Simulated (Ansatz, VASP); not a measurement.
## ZnO: VASP beside Ansatz

File INCAR:

```
ALGO = Fast ; EDIFF = 1E-6
ENCUT = 520 ; GGA = RP
ISIF = 2 ; ISMEAR = 0
LASPH = True ; LCHARG = True
LELF = True ; LREAL = False
LVHAR = True ; LWAVE = False
NBANDS = 26 ; NELM = 80
PREC = Accurate ; SIGMA = 0.02
```

KPOINTS

```
k-points
0
Gamma
  9 9 4
```

File POSCAR:

```
ZnO
3.288
    0.999990011770      0.000000000000      0.000000000000
   -0.499995005870      0.866016753710      0.000000000000
    0.000000000000      0.000000000000      2.168625714720
Zn O
2 2
Direct
    0.0000000000      0.0000000000      0.2500000000
    0.0000000000      0.0000000000      0.7500000000
    0.6666666667      0.3333333333      0.7500000000
    0.3333333333      0.6666666667      0.2500000000
```

Contents of input.yaml:

```yaml
crystal:
  lattice:
    - [3.2879671587, 0.0, 0.0]
    - [-1.6439835793, 2.8474630862, 0.0]
    - [0.0, 0.0, 7.13044135]
  atoms:
    - { symbol: Zn, position: [0.0, 0.0, 0.25] }
    - { symbol: Zn, position: [0.0, 0.0, 0.75] }
    - { symbol: O, position: [0.6666666667, 0.3333333333, 0.75] }
    - { symbol: O, position: [0.3333333333, 0.6666666667, 0.25] }
hamiltonian:
  xc: rpbe
  pseudopotentials: { kind: paw }
kpoints:
  mp_grid: { grid: [9, 9, 4] }
scf:
  occupations: { method: gaussian, width: 0.02 }
output:
  forces: true
  stress: true
  eigenvalues: true
```

Measurements of this composition are mostly on another form, of space group No. 186.

Alike in both runs: task single point; functional RPBE; k mesh 9 × 9 × 4; occupations gaussian, width 0.02 eV; no spin polarisation.

```csv
,VASP,Ansatz
version,VASP 6.6.1,Ansatz 0.2.0
potentials or method,"VASP PAW PBE potentials, release 54 (Zn, O)",Ansatz PAW
plane-wave cutoff (eV),520,420
valence electrons in the cell,36,36
```

VASP gave:

| Property | Result |
| --- | --- |
| gap on the k mesh at the Fermi level (eV) | 0.94 |
| least direct gap on the mesh (eV) | 0.94 |
| pressure (GPa) | 3.2 |
| largest component of the traceless stress (GPa) | 1.61 |

Q: Estimate Ansatz's values.

A: gap on the k mesh at the Fermi level (eV): 0.95; least direct gap on the mesh (eV): 0.95; pressure (GPa): 2.4; largest component of the traceless stress (GPa): 0.76.

Caveats: the PAW data sets were made with another functional, which shifts forces and pressure a little (VASP); an odd mesh through Γ misses points on the zone boundary, where band edges often lie (VASP); odd divisions of the mesh miss points on the zone boundary, where band edges often lie, so the gap on the mesh can be too wide (Ansatz); the pressure holds a Pulay correction of +0.4 GPa for the finite cutoff (Ansatz); the PAW data sets come from PBE, with cores solved anew for the run's functional, which leaves a small shift of forces and pressure (Ansatz). RPBE gaps usually lie below the measured ones, often by a third to a half.
